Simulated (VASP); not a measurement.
Input of a VASP 6.6.1 run:

File INCAR:

```
ALGO = Normal
EDIFF = 1E-6
EDIFFG = -0.01
ENCUT = 600
GGA = PE
IBRION = 2
ISIF = 3
ISMEAR = 0
LASPH = T
LCHARG = F
LREAL = F
LWAVE = F
NELM = 80
NSW = 90
PREC = Accurate
SIGMA = 0.03
```

File KPOINTS:

```
k-points
0
Gamma
  10 10 10
```

Contents of POSCAR:

```
BP
1.0
    0.0000000000      2.2690000000      2.2690000000
    2.2690000000      0.0000000000      2.2690000000
    2.2690000000      2.2690000000      0.0000000000
B P
1 1
Direct
    0.0000000000      0.0000000000      0.0000000000
    0.2500000000      0.2500000000      0.2500000000
```

Potentials or basis: VASP PAW PBE potentials, release 64 (B, P).

Run with:

```console
$ cat potpaw_PBE.64/B/POTCAR potpaw_PBE.64/P/POTCAR > POTCAR
$ mpirun -np 1 vasp_std > vasp.out
```

Q: Estimate the space group after relaxing (to 0.05 Å).

A: F-43m (No. 216).

Q: Estimate the relaxed cell.

A: a = 3.215 Å, b = 3.215 Å, c = 3.215 Å, α = 60.00°, β = 60.00°, γ = 60.00°.

Q: What does it give for the band gap on the k mesh?

A: 1.25 eV, indirect (least direct gap 3.39 eV).

Q: What does it give for the relaxed volume?

A: 11.75 Å³/atom.

Step by step:
```tsv
step	energy change (eV)	largest force (eV/Å)	pressure (GPa)	volume (Å³)
1	0.0000	0.0000	0.90	23.36
2	-0.0002	0.0000	-0.63	23.58
3	-0.0004	0.0000	0.01	23.49
```

A k mesh can miss the band edges. PBE usually gives volumes a little too large and moduli too small.
